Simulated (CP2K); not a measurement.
The system is Au.

```xyz
1
Lattice="2.8779 0.0000 0.0000 1.4390 2.4924 0.0000 1.4390 0.8308 2.3498" Properties=species:S:1:pos:R:3 pbc="T T T"
Au    0.0000    0.0000    0.0000
```

| Property | Result |
| --- | --- |
| Program | CP2K 2026.2 |
| Task | single point |
| Functional | PBE |
| Potentials or basis | POTENTIAL_UZH Au GTH-PBE-q11; TZVP-MOLOPT-PBE-GTH basis |
| Density cutoff | 6803 eV |
| k mesh | 11 × 11 × 11 |
| Occupations | fermi-dirac, width 0.05 eV |
| Spin | no spin polarisation |

On this cell: pressure 16.3 GPa; band gap on the k mesh none (metal or under the smearing width).

The same run follows on a disturbed copy (cell strained at random at fixed volume):

```xyz
1
Lattice="2.8691 0.0000 0.0000 1.5125 2.4868 0.0000 1.5254 0.8334 2.3622" Properties=species:S:1:pos:R:3 pbc="T T T"
Au    0.0165    0.0051    0.0438
```

Q: What does the disturbed cell give?

A: The energy (extrapolated to zero smearing) moves by +7.7 meV/atom; pressure 16.5 GPa; band gap on the k mesh none (metal or under the smearing width).

Stress tensor (GPa, compression positive):
```
16.62 -2.64 -1.85
-2.64 17.06  0.13
-1.85  0.13 15.87
```

Caveats: the basis of atomic orbitals isn't converged, which shifts pressures, moduli and gaps; so large a pressure means that the cell lies far from this level's equilibrium, or that cutoff or potentials fall short (some runs).
